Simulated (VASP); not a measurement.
# VASP 6.6.1, PBE single-point calculation, SrO (strained rocksalt)

INCAR

```
SIGMA = 0.02
NSW = 0
LASPH = .TRUE.
LWAVE = .FALSE.
ISIF = 2
LREAL = .FALSE.
GGA = PE
ISMEAR = -1
NELM = 120
EDIFF = 1E-7
ENCUT = 520
IBRION = -1
NBANDS = 15
LCHARG = .FALSE.
PREC = Accurate
```

KPOINTS

```
KPOINTS created by Atomic Simulation Environment
0
Gamma
8 8 8
0 0 0
```

KPOINTS_OPT

```
special points
7
Reciprocal
0.0000000000 0.0000000000 0.0000000000 1
0.5000000000 0.0000000000 0.5000000000 1
0.6250000000 0.2500000000 0.6250000000 1
0.3750000000 0.3750000000 0.7500000000 1
0.5000000000 0.5000000000 0.5000000000 1
0.5000000000 0.2500000000 0.7500000000 1
0.5000000000 0.5000000000 0.0000000000 1
```

POSCAR

```
Sr O
 1.0000000000000000
     0.0000000000000000    2.6830880188999999    2.5299257842000000
     2.6830880188999999    0.0000000000000000    2.5299257842000000
     2.6830880188999999    2.6830880188999999    0.0000000000000000
 Sr  O
   1   1
Cartesian
  0.0000000000000000  0.0000000000000000  0.0000000000000000
  2.6830880188999999  2.6830880188999999  2.5299257842000000
```

VASP ran with the recommended PBE PAW datasets (16 valence electrons in the cell).

Command

```
mpirun -np 1 vasp_std
```

OSZICAR

```
N       E                     dE             d eps       ncg     rms          rms(c)
DAV:   1     0.670210426034E+02    0.67021E+02   -0.83063E+03  1770   0.103E+03
DAV:   2    -0.109528952045E+02   -0.77974E+02   -0.71281E+02  2381   0.215E+02
DAV:   3    -0.141790822332E+02   -0.32262E+01   -0.32084E+01  2336   0.397E+01
DAV:   4    -0.142445144097E+02   -0.65432E-01   -0.65426E-01  2213   0.560E+00
DAV:   5    -0.142459449207E+02   -0.14305E-02   -0.14305E-02  2280   0.641E-01    0.149E+01
DAV:   6    -0.121948572385E+02    0.20511E+01   -0.70306E+00  1854   0.192E+01    0.175E+01
DAV:   7    -0.120297882970E+02    0.16507E+00   -0.35497E-01  2036   0.514E+00    0.101E+01
DAV:   8    -0.120176828908E+02    0.12105E-01   -0.12747E-01  2246   0.361E+00    0.372E-01
DAV:   9    -0.120187027635E+02   -0.10199E-02   -0.67486E-03  2229   0.532E-01    0.241E-01
DAV:  10    -0.120191675496E+02   -0.46479E-03   -0.43042E-04  1959   0.198E-01    0.938E-02
DAV:  11    -0.120193479236E+02   -0.18037E-03   -0.19265E-04  1903   0.101E-01    0.289E-02
DAV:  12    -0.120193688334E+02   -0.20910E-04   -0.32213E-05  1939   0.398E-02    0.230E-02
DAV:  13    -0.120193685399E+02    0.29352E-06   -0.14624E-06  2001   0.116E-02    0.358E-03
DAV:  14    -0.120193685767E+02   -0.36765E-07   -0.20966E-07  2348   0.339E-03
   1 F= -.12019369E+02 E0= -.12019369E+02  d E =-.104834E-13
       N       E                     dE             ncg
DAV:   1     0.135912860724E+03   -0.44956E+04      210
DAV:   2    -0.374362834012E+03   -0.51028E+03      287
DAV:   3    -0.395410796358E+03   -0.21048E+02      291
DAV:   4    -0.395726076556E+03   -0.31528E+00      253
DAV:   5    -0.395731395959E+03   -0.53194E-02      274
DAV:   6    -0.395731571916E+03   -0.17596E-03      238
DAV:   7    -0.395731578249E+03   -0.63329E-05      258
DAV:   8    -0.395731578484E+03   -0.23518E-06      205
DAV:   9    -0.395731578492E+03   -0.81175E-08      182
```

From OUTCAR

```
k-points           NKPTS =     59   k-points in BZ     NKDIM =     59   number of bands    NBANDS=     15

   NELECT =      16.0000    total number of electrons

   dimension x,y,z NGX =    28 NGY =   28 NGZ =   28
   dimension x,y,z NGXF=    56 NGYF=   56 NGZF=   56

  energy-cutoff  :      520.00
  volume of cell :       36.43
      direct lattice vectors                 reciprocal lattice vectors
     0.000000000  2.683088019  2.529925784    -0.186352440  0.186352440  0.197634256
     2.683088019  0.000000000  2.529925784     0.186352440 -0.186352440  0.197634256
     2.683088019  2.683088019  0.000000000     0.186352440  0.186352440 -0.197634256

 k-points in reciprocal lattice and weights: KPOINTS created by Atomic Simulation Env
   0.00000000  0.00000000  0.00000000       0.002
   0.12500000 -0.00000000  0.00000000       0.016
   0.25000000 -0.00000000  0.00000000       0.016
   0.37500000 -0.00000000  0.00000000       0.016
   0.50000000 -0.00000000  0.00000000       0.008
   0.12500000  0.12500000  0.00000000       0.004
   0.25000000  0.12500000  0.00000000       0.016
   0.37500000  0.12500000  0.00000000       0.016
   ...

 E-fermi :   2.0047

 k-point     1 :       0.0000    0.0000    0.0000
  band No.  band energies     occupation
      1     -31.2757      2.00000
      2     -13.6608      2.00000
      3     -12.9958      2.00000
      4     -12.9958      2.00000
      5     -12.9525      2.00000
      6       1.2927      2.00000
      7       1.2927      2.00000
      8       1.4779      2.00000
      9       4.7956      0.00000
     10       7.2909      0.00000
     11       7.2909      0.00000
     12       7.6915      0.00000
     13       9.0548      0.00000
     14       9.8991      0.00000
     15      13.7492      0.00000

 k-point     2 :       0.1250   -0.0000    0.0000
  band No.  band energies     occupation
      1     -31.2609      2.00000
      2     -14.0532      2.00000
      3     -13.0120      2.00000
      4     -12.9821      2.00000
      5     -12.6136      2.00000
      6       0.9028      2.00000
      7       1.1274      2.00000
      8       1.2435      2.00000
      9       5.4620      0.00000
     10       7.2495      0.00000
     11       7.5930      0.00000
     12       7.8488      0.00000
     13       9.4070      0.00000
     14      10.2819      0.00000
     15      14.6726      0.00000

 k-point     3 :       0.2500   -0.0000    0.0000
  band No.  band energies     occupation
      1     -31.2250      2.00000
      2     -14.5902      2.00000
      3     -13.0506      2.00000
      4     -12.9971      2.00000
      5     -12.1575      2.00000
      6       0.1381      2.00000
      7       0.7686      2.00000
      8       0.8198      2.00000
      9       6.8674      0.00000
     10       7.2492      0.00000
     11       8.4008      0.00000
     12       8.5388      0.00000
     13      10.3099      0.00000
     14      11.2216      0.00000
     15      16.4188      0.00000

 k-point     4 :       0.3750   -0.0000    0.0000
  band No.  band energies     occupation
      1     -31.1887      2.00000
      2     -14.9756      2.00000
      3     -13.0887      2.00000
      4     -13.0123      2.00000
      5     -11.8518      2.00000
      6      -0.4686      2.00000
      7       0.4526      2.00000
      8       0.4549      2.00000
      9       7.4101      0.00000
     10       8.4670      0.00000
     11       9.3409      0.00000
     12       9.4382      0.00000
     13      11.5114      0.00000
     14      12.2874      0.00000
     15      15.8870      0.00000

 k-point     5 :       0.5000   -0.0000    0.0000
  band No.  band energies     occupation
      1     -31.1735      2.00000
      2     -15.1144      2.00000
      3     -13.1043      2.00000
      4     -13.0186      2.00000
      5     -11.7457      2.00000
      6      -0.6933      2.00000
      7       0.3153      2.00000
      8       0.3315      2.00000
      9       7.5919      0.00000
     10       9.2363      0.00000
     11       9.7651      0.00000
     12       9.8869      0.00000
     13      12.3733      0.00000
     14      12.8194      0.00000
     15      15.2760      0.00000

 k-point     6 :       0.1250    0.1250    0.0000
  band No.  band energies     occupation
      1     -31.2537      2.00000
      2     -14.2049      2.00000
      3     -13.0466      2.00000
      4     -13.0466      2.00000
      5     -12.3695      2.00000
      6       0.6677      2.00000
      7       1.1949      2.00000
      8       1.1949      2.00000
      9       5.4370      0.00000
     10       6.9313      0.00000
     11       7.9744      0.00000
     12       7.9744      0.00000
     13       9.2864      0.00000
     14      10.8441      0.00000
     15      15.0973      0.00000

 k-point     7 :       0.2500    0.1250    0.0000
  band No.  band energies     occupation
      1     -31.2233      2.00000
      2     -14.5580      2.00000
      3     -13.0983      2.00000
      4     -13.0699      2.00000
      5     -12.0843      2.00000
      6       0.1368      2.00000
      7       0.9116      2.00000
      8       0.9990      2.00000
      9       6.3798      0.00000
     10       6.5486      0.00000
     11       8.7175      0.00000
     12       8.7928      0.00000
     13       9.8607      0.00000
     14      11.6749      0.00000
     15      16.6718      0.00000

 k-point     8 :       0.3750    0.1250    0.0000
  band No.  band energies     occupation
      1     -31.1874      2.00000
      2     -14.8691      2.00000
      3     -13.1367      2.00000
      4     -13.0799      2.00000
      5     -11.9230      2.00000
      6      -0.2427      2.00000
      7       0.5232      2.00000
      8       0.6878      2.00000
      9       6.7476      0.00000
     10       7.7133      0.00000
     11       9.5905      0.00000
     12       9.6275      0.00000
     13      11.0609      0.00000
     14      12.4052      0.00000
     15      16.4535      0.00000

 k-point     9 :       0.5000    0.1250    0.0000
  band No.  band energies     occupation
      1     -31.1671      2.00000
      2     -15.0026      2.00000
      3     -13.1399      2.00000
      4     -13.0984      2.00000
      5     -11.9048      2.00000
      6      -0.4387      2.00000
      7       0.4182      2.00000
      8       0.4508      2.00000
      9       7.3212      0.00000
     10       8.4082      0.00000
     11       9.9599      0.00000
     12      10.3917      0.00000
     13      12.1914      0.00000
     14      12.9014      0.00000
     15      14.9369      0.00000

 k-point    10 :      -0.3750    0.1250    0.0000
  band No.  band energies     occupation
      1     -31.1746      2.00000
      2     -14.9092      2.00000
      3     -13.1172      2.00000
      4     -13.1063      2.00000
      5     -12.0061      2.00000
      6      -0.4022      2.00000
      7       0.3999      2.00000
      8       0.6557      2.00000
      9       7.4824      0.00000
     10       8.2733      0.00000
     11       9.4841      0.00000
     12      10.3094      0.00000
     13      11.8725      0.00000
     14      12.4790      0.00000
     15      14.7662      0.00000

 k-point    11 :      -0.2500    0.1250    0.0000
  band No.  band energies     occupation
      1     -31.2054      2.00000
      2     -14.6189      2.00000
      3     -13.1114      2.00000
      4     -13.0548      2.00000
      5     -12.2069      2.00000
      6      -0.1000      2.00000
      7       0.5561      2.00000
      8       1.0636      2.00000
      9       7.0616      0.00000
     10       7.5753      0.00000
     11       8.5298      0.00000
     12       9.4993      0.00000
     13      10.9982      0.00000
     14      11.2345      0.00000
     15      16.3453      0.00000

 k-point    12 :      -0.1250    0.1250    0.0000
  band No.  band energies     occupation
      1     -31.2411      2.00000
      2     -14.2549      2.00000
      3     -13.0497      2.00000
      4     -13.0155      2.00000
      5     -12.4741      2.00000
      6       0.3982      2.00000
      7       0.8511      2.00000
      8       1.3526      2.00000
      9       6.3478      0.00000
     10       6.9451      0.00000
     11       7.7916      0.00000
     12       8.6847      0.00000
     13      10.0853      0.00000
     14      10.3764      0.00000
     15      15.8260      0.00000

 k-point    13 :       0.2500    0.2500    0.0000
  band No.  band energies     occupation
      1     -31.2013      2.00000
      2     -14.5761      2.00000
      3     -13.1686      2.00000
      4     -13.1686      2.00000
      5     -12.1163      2.00000
      6       0.0286      2.00000
      7       1.0875      2.00000
      8       1.0875      2.00000
      9       5.6947      0.00000
     10       6.5832      0.00000
     11       9.5945      0.00000
     12       9.5945      0.00000
     13       9.9134      0.00000
     14      12.0371      0.00000
     15      17.9473      0.00000

 ...

  Total       -0.9193951     -0.9193951      0.5188816      0.0000000     -0.0000000      0.0000000
  in kB      -40.4394432    -40.4394432     22.8229222      0.0000000     -0.0000000      0.0000000
  external PRESSURE =     -19.3519880 kB  Pullay stress =       0.0000000 kB

 POSITION                                       TOTAL-FORCE (eV/Angst)
 -----------------------------------------------------------------------------------
      0.00000      0.00000      0.00000        -0.000000      0.000000      0.000000
      2.68309      2.68309      2.52993         0.000000     -0.000000      0.000000
 -----------------------------------------------------------------------------------
    total drift:                                0.000000      0.000000      0.000000

  FREE ENERGIE OF THE ION-ELECTRON SYSTEM (eV)
  ---------------------------------------------------
  free  energy   TOTEN  =       -12.0193685767 eV

  energy  without entropy=      -12.0193685767  energy(sigma->0) =      -12.01936858
```

```
gap between bands v and c : 3.03 eV
least direct gap          : 3.32 eV
pressure                  : -1.9 GPa
```

Band v is the last that the valence electrons fill when counted band by band, and c is the next.

The run took about 24 s on one core of a shared host (Intel Xeon Platinum 8488C) and held 0.19 GiB at most.
